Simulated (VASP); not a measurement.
# CdS (F-43m) in VASP: band structure with PBE-EpsX

Aim: the band structure of CdS with PBE-EpsX.

Everything below comes from runs of VASP 6.6.1. Logs are shortened: lines on timing, memory, paths and dates and some standing lists are left out, and cuts for length are marked.

### Step 1. Starting point

It takes space group F-43m (No. 216, cubic). Conventional cell: a = 5.938 Å, b = 5.938 Å, c = 5.938 Å, α = 90.00°, β = 90.00°, γ = 90.00°. Cd (site symmetry -43m) is surrounded by 4 S at 2.57 Å. S (site symmetry -43m) is surrounded by 4 Cd at 2.57 Å.

### Step 2. Band structure, PBE-EpsX

POSCAR

```
CdS                                     
1.0
   -0.0000000000      2.9687775106      2.9687775106
    2.9687775106     -0.0000000000      2.9687775106
    2.9687775106      2.9687775106      0.0000000000
  Cd              S             
     1     1
Direct
     0.0000000000000000    1.0000000000000000    1.0000000000000000
     0.2500000000000000    0.2500000000000000    0.2500000000000000
```

INCAR.step1

```
PREC = Accurate
ENCUT = 520
EDIFF = 1E-8
ISMEAR = 0
SIGMA = 0.02
LREAL = False
LASPH = True
NELM = 100
ALGO = Normal
ISIF = 2
LWAVE = False
LCHARG = False
KPAR = 4
GGA = PE
LEPSILON = True
```

KPOINTS.step1

```
Automatic mesh
0
G
  10 10 10
  0 0 0
```

INCAR.step2

```
PREC = Accurate
ENCUT = 520
EDIFF = 1E-5
ISMEAR = 0
SIGMA = 0.02
LREAL = False
LASPH = True
NELM = 100
ALGO = Normal
ISIF = 2
LWAVE = True
LCHARG = False
NBANDS = 16
KPAR = 4
GGA = PE
```

KPOINTS.step2

```
Automatic mesh
0
Gamma
  6 6 6
```

INCAR.step3

```
PREC = Accurate
ENCUT = 520
EDIFF = 1E-7
ISMEAR = 0
SIGMA = 0.02
LREAL = False
LASPH = True
NELM = 100
ALGO = Normal
ISIF = 2
LWAVE = False
LCHARG = False
GGA = PE
LHFCALC = True
AEXX = 0.1557
PRECFOCK = Fast
HFRCUT = -1
NBANDS = 16
KPAR = 4
ISTART = 1
```

KPOINTS.step3

```
Automatic mesh
0
Gamma
  6 6 6
```

KPOINTS_OPT

```
path GXWKGLUWLK,UX
12
line-mode
reciprocal
 0.0000000000  0.0000000000  0.0000000000  G
 0.5000000000  0.0000000000  0.5000000000  X

 0.5000000000  0.0000000000  0.5000000000  X
 0.5000000000  0.2500000000  0.7500000000  W

 0.5000000000  0.2500000000  0.7500000000  W
 0.3750000000  0.3750000000  0.7500000000  K

 0.3750000000  0.3750000000  0.7500000000  K
 0.0000000000  0.0000000000  0.0000000000  G

 0.0000000000  0.0000000000  0.0000000000  G
 0.5000000000  0.5000000000  0.5000000000  L

 0.5000000000  0.5000000000  0.5000000000  L
 0.6250000000  0.2500000000  0.6250000000  U

 0.6250000000  0.2500000000  0.6250000000  U
 0.5000000000  0.2500000000  0.7500000000  W

 0.5000000000  0.2500000000  0.7500000000  W
 0.5000000000  0.5000000000  0.5000000000  L

 0.5000000000  0.5000000000  0.5000000000  L
 0.3750000000  0.3750000000  0.7500000000  K

 0.6250000000  0.2500000000  0.6250000000  U
 0.5000000000  0.0000000000  0.5000000000  X
```

Potentials or basis: VASP PAW PBE potentials, release 64 (Cd, S).

The run is started by

```console
cat potpaw_PBE.64/Cd/POTCAR potpaw_PBE.64/S/POTCAR > POTCAR
cp INCAR.step1 INCAR
cp KPOINTS.step1 KPOINTS
mpirun -np 4 vasp_std > vasp.out
cp INCAR.step2 INCAR
cp KPOINTS.step2 KPOINTS
mpirun -np 4 vasp_std > vasp.out
cp INCAR.step3 INCAR
cp KPOINTS.step3 KPOINTS
mpirun -np 4 vasp_std > vasp.out
```

OUTCAR:

```text
PREC = Accurate
   ENCUT = 520
   EDIFF = 1E-7
   ISMEAR = 0
   LREAL = False
   LASPH = True
   NELM = 100
   ISIF = 2
   GGA = PE
   LHFCALC = True
   AEXX = 0.1557
   PRECFOCK = Fast
   ISTART = 1

 ion  position               nearest neighbor table
   1  0.000  0.000  0.000-   2 2.57   2 2.57   2 2.57   2 2.57
   2  0.250  0.250  0.250-   1 2.57   1 2.57   1 2.57   1 2.57

  LATTYP: Found a face centered cubic cell.
 ALAT       =     5.9375550212

  Lattice vectors:

 A1 = (   0.0000000000,   2.9687775106,   2.9687775106)
 A2 = (   2.9687775106,   0.0000000000,   2.9687775106)
 A3 = (   2.9687775106,   2.9687775106,   0.0000000000)

Analysis of symmetry for initial positions (statically):
=====================================================================
 Subroutine PRICEL returns:
 Original cell was already a primitive cell.

 Routine SETGRP: Setting up the symmetry group for a
 face centered cubic supercell.

 Subroutine GETGRP returns: Found 24 space group operations
 (whereof 24 operations were pure point group operations)
 out of a pool of 48 trial point group operations.

The static configuration has the point symmetry T_d .

Analysis of symmetry for dynamics (positions and initial velocities):
=====================================================================
 Subroutine PRICEL returns:
 Original cell was already a primitive cell.

 Routine SETGRP: Setting up the symmetry group for a
 face centered cubic supercell.

 Subroutine GETGRP returns: Found 24 space group operations
 (whereof 24 operations were pure point group operations)
 out of a pool of 48 trial point group operations.

The dynamic configuration has the point symmetry T_d .

 Subroutine INISYM returns: Found 24 space group operations
 (whereof 24 operations are pure point group operations),
 and found     1 'primitive' translations

----------------------------------------------------------------------------------------

                                     Primitive cell

  volume of cell :      52.3315

  direct lattice vectors                    reciprocal lattice vectors
     0.000000000  2.968777511  2.968777511    -0.168419492  0.168419492  0.168419492
     2.968777511  0.000000000  2.968777511     0.168419492 -0.168419492  0.168419492
[... 82 lines left out ...]
   ISIF   =      2    stress and relaxation
   ISYM   =      3    0-nonsym 1-usesym 2-fastsym
   POTIM  = 0.5000    time-step for ionic-motion
   TEBEG  =    0.0;   TEEND  =   0.0 temperature during run
   PSTRESS=    0.0 pullay stress
   NELECT =      18.0000    total number of electrons
   NUPDOWN=      -1.0000    fix difference up-down
   EMIN   =  10.00;   EMAX   =-10.00  energy-range for DOS
   EFERMI =   0.00;   METHOD = LEGACY
   ISMEAR =     0;   SIGMA  =   0.02  broadening in eV -4-tet -1-fermi 0-gaus
   EFERMI_NEDOS =   21; number of points for ismear=-14 and -15
   IALGO  =     38    algorithm
   IMIX   =      1    mixing-type and parameters
     AMIX     =   0.40;   BMIX     =  1.00
     AMIX_MAG =   1.60;   BMIX_MAG =  1.00
  volume/ion in A,a.u.               =      26.17       176.58
  Fermi-wavevector in a.u.,A,eV,Ry     =   1.147039  2.167589 17.901151  1.315697
  Thomas-Fermi vector in A             =   2.283720
   LORBIT       =      0    0 simple, 1 ext, 2 COOP (PROOUT), +10 PAW based schemes
   GGA     = PE    functional components
   LHFCALC =     T    Hartree Fock is set to
   PRECFOCK=fast      Normal, Fast or Accurate (Low or Medium for compatibility)
   ENCUT4O =  -1.0   cutoff for four orbital integrals eV
   NKREDX  =     1    reduce k-point grid by
   NKREDY  =     1    reduce k-point grid by
   NKREDZ  =     1    reduce k-point grid by
   AEXX    =    0.1557 exact exchange contribution
   HFSCREEN=    0.0000 screening length (either q_TF or 0.3 A-1)
   HFSCREENC=   0.0000 screening length for correlation (either q_TF or 0.3 A-1)
   ENCUTFOCK=  -1.0 apply spherical cutoff to Coloumb kernel
   IVDW    =     0    specifies the selected vdW correction
   LEPSILON=     F    determine dielectric tensor
   LRPA    =     F    only Hartree local field effects (RPA)
 non-spin polarized calculation
 Gauss-broadening in eV      SIGMA  =   0.02
  energy-cutoff  :      520.00
  volume of cell :       52.33
 maximum number of plane-waves:      1420
  NGX = 18; NGY = 18; NGZ = 18

 number of electron      18.0000000 magnetization

 Free energy of the ion-electron system (eV)
  ---------------------------------------------------
  ext. energy  EPLUGINS =         0.00000000
  ---------------------------------------------------
  free energy    TOTEN  =        -7.39070619 eV

  energy without entropy =       -7.39070619  energy(sigma->0) =       -7.39070619

 E-fermi :   0.4205     XC(G=0):  -7.7333

 val. band max:        0.2578440190   @ k =   0.0000   0.0000   0.0000
 cond. band min:       2.2907877025   @ k =   0.0000   0.0000   0.0000
 fundamental gap:      2.0329436836
 Fermi energy:         0.4205286234

 k-point     1 :       0.0000    0.0000    0.0000
  band No.  band energies     occupation
      1     -12.5848      2.00000
      2      -8.0488      2.00000
      3      -8.0488      2.00000
      4      -8.0488      2.00000
      5      -7.6358      2.00000
      6      -7.6358      2.00000
[... 281 lines left out ...]
      3      -7.8193      2.00000
      4      -7.7032      2.00000
      5      -7.6005      2.00000
      6      -7.0922      2.00000
[... 8 lines left out ...]
     15      14.6682      0.00000
     16      14.6853      0.00000

------------------------ aborting loop because EDIFF is reached ----------------------------------------

  FORCE on cell =-STRESS in cart. coord.  units (eV):
  Direction    XX          YY          ZZ          XY          YZ          ZX
  --------------------------------------------------------------------------------------
  -------------------------------------------------------------------------------------
  Total       -0.2892869     -0.2892869     -0.2892869      0.0000000      0.0000000      0.0000000
  in kB       -8.8567916     -8.8567916     -8.8567916      0.0000000      0.0000000      0.0000000
  external PRESSURE =      -8.8567916 kB  Pullay stress =       0.0000000 kB

 VOLUME and BASIS-vectors are now :
 -----------------------------------------------------------------------------
  energy-cutoff  :      520.00
  volume of cell :       52.33
      direct lattice vectors                 reciprocal lattice vectors
     0.000000000  2.968777511  2.968777511    -0.168419492  0.168419492  0.168419492
     2.968777511  0.000000000  2.968777511     0.168419492 -0.168419492  0.168419492
     2.968777511  2.968777511  0.000000000     0.168419492  0.168419492 -0.168419492

 POSITION                                       TOTAL-FORCE (eV/Angst)
 -----------------------------------------------------------------------------------
      0.00000      0.00000      0.00000        -0.000000      0.000000      0.000000
      1.48439      1.48439      1.48439         0.000000     -0.000000     -0.000000
 -----------------------------------------------------------------------------------
    total drift:                                0.000014      0.000015      0.000010

  FREE ENERGIE OF THE ION-ELECTRON SYSTEM (eV)
  ---------------------------------------------------
  free  energy   TOTEN  =        -7.3907061875 eV

  energy  without entropy=       -7.3907061875  energy(sigma->0) =       -7.39070619
```

OUTCAR.step1:

```text
PREC = Accurate
   ENCUT = 520
   EDIFF = 1E-8
   ISMEAR = 0
   LREAL = False
   LASPH = True
   NELM = 100
   ISIF = 2
   GGA = PE
   LEPSILON = True

[... 666 lines left out ...]
  x     0.00000     0.00000     0.00000     0.00000    -0.64814     0.00000
  y     0.00000     0.00000    -0.00000     0.00000     0.00000    -0.64814
  z     0.00000    -0.00000     0.00000    -0.64814     0.00000     0.00000

 BORN EFFECTIVE CHARGES (including local field effects) (in |e|, cummulative output)
 ---------------------------------------------------------------------------------
 ion    1
    1     2.25363     0.00000    -0.00000
    2    -0.00000     2.25363     0.00000
    3    -0.00000    -0.00000     2.25363
 ion    2
    1    -2.25363     0.00000     0.00000
    2     0.00000    -2.25363     0.00000
    3     0.00000     0.00000    -2.25363
```

Wall time 35 min (4 MPI ranks of AMD EPYC 7R13 (Zen 3), shared host); peak memory 0.39 GiB.

Results:

```yaml
Free_energy: -7.3907 eV
Pressure: -0.9 GPa
Band_gap_on_the_k_mesh: 2.03 eV, direct
Band_gap_along_the_path: 2.03 eV, direct
```

Levels at the corners of the path, in eV from the valence-band top:
| point | band 6 | band 7 | band 8 | band 9 | band 10 | band 11 | band 12 | band 13 |
| --- | --- | --- | --- | --- | --- | --- | --- | --- |
| Γ | -7.89 | 0.00 | 0.00 | 0.00 | 2.03 | 7.70 | 7.70 | 7.70 |
| X | -7.47 | -3.93 | -1.80 | -1.80 | 4.60 | 5.40 | 10.25 | 11.83 |
| X | -7.47 | -3.93 | -1.80 | -1.80 | 4.60 | 5.40 | 10.25 | 11.83 |
| W | -7.31 | -3.82 | -2.15 | -2.15 | 6.47 | 6.48 | 8.31 | 9.15 |
| W | -7.31 | -3.82 | -2.15 | -2.15 | 6.47 | 6.48 | 8.31 | 9.15 |
| K | -7.36 | -3.87 | -2.45 | -1.47 | 5.29 | 6.50 | 9.54 | 10.20 |
| K | -7.36 | -3.87 | -2.45 | -1.47 | 5.29 | 6.50 | 9.54 | 10.20 |
| Γ | -7.89 | 0.00 | 0.00 | 0.00 | 2.03 | 7.70 | 7.70 | 7.70 |
| Γ | -7.89 | 0.00 | 0.00 | 0.00 | 2.03 | 7.70 | 7.70 | 7.70 |
| L | -7.54 | -4.31 | -0.72 | -0.72 | 4.02 | 8.15 | 8.15 | 8.49 |
| L | -7.54 | -4.31 | -0.72 | -0.72 | 4.02 | 8.15 | 8.15 | 8.49 |
| U | -7.36 | -3.87 | -2.45 | -1.47 | 5.29 | 6.50 | 9.54 | 10.20 |
| U | -7.36 | -3.87 | -2.45 | -1.47 | 5.29 | 6.50 | 9.54 | 10.20 |
| W | -7.31 | -3.82 | -2.15 | -2.15 | 6.47 | 6.48 | 8.31 | 9.15 |
| W | -7.31 | -3.82 | -2.15 | -2.15 | 6.47 | 6.48 | 8.31 | 9.15 |
| L | -7.54 | -4.31 | -0.72 | -0.72 | 4.02 | 8.15 | 8.15 | 8.49 |
| L | -7.54 | -4.31 | -0.72 | -0.72 | 4.02 | 8.15 | 8.15 | 8.49 |
| K | -7.36 | -3.87 | -2.45 | -1.47 | 5.29 | 6.50 | 9.54 | 10.20 |
| U | -7.36 | -3.87 | -2.45 | -1.47 | 5.29 | 6.50 | 9.54 | 10.20 |
| X | -7.47 | -3.93 | -1.80 | -1.80 | 4.60 | 5.40 | 10.25 | 11.83 |

Caveat: the PAW data sets were made with another functional, which shifts forces and pressure a little.
